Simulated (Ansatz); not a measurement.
Pd under changes of volume

One of the cells (15.531 Å³/atom); the others are scaled copies at fixed shape and fractional positions:

```
Pd
1.0
     2.78367    0.00000    0.00000
    -1.39183    2.41072    0.00000
     0.00000    0.00000    4.62889
Pd
2
Direct
  0.33333 0.66667 0.25000
  0.66667 0.33333 0.75000
```

This isn't the form of Pd at room conditions, which is fcc.

| Item | Value |
| --- | --- |
| Program | Ansatz 0.2.0 |
| Functional | PBEsol |
| Potentials or basis | Ansatz PAW |
| Cutoff | 420 eV (not typed: the program's choice for these potentials) |
| k mesh | 11 × 11 × 6 |
| Occupations | fermi-dirac, width 0.05 eV |
| Spin | no spin polarisation |

| volume (Å³/atom) | energy over the lowest point (meV/atom) | pressure (GPa) |
| --- | --- | --- |
| 14.600 | 0.00 | 0.3 |
| 14.910 | ? | ? |
| 15.221 | 14.80 | -7.3 |
| 15.531 | 32.24 | -10.3 |
| 15.842 | 55.19 | -13.0 |
| 16.153 | 82.92 | -15.3 |
| 16.463 | 114.75 | -17.2 |

What does the run at 14.910 Å³/atom give?

Energy over the lowest point 3.74 meV/atom; pressure -3.8 GPa.

Worked out: A Birch-Murnaghan fit of order 3 (a polynomial in V^(-2/3)) to the other rows has its minimum at 14.61 Å³/atom with B0 = V·E''(V) = 203 GPa and B' = 5.6 at fixed shape and positions, which overstates the stiffness. It gives 3.74 meV/atom at 14.910 Å³/atom, against the run's 3.74, and -dE/dV = -3.9 GPa, against -3.8.

Energies are extrapolated to zero smearing.

Caveats: the PAW data sets come from PBE, with cores solved anew for the run's functional, which leaves a small shift of forces and pressure.
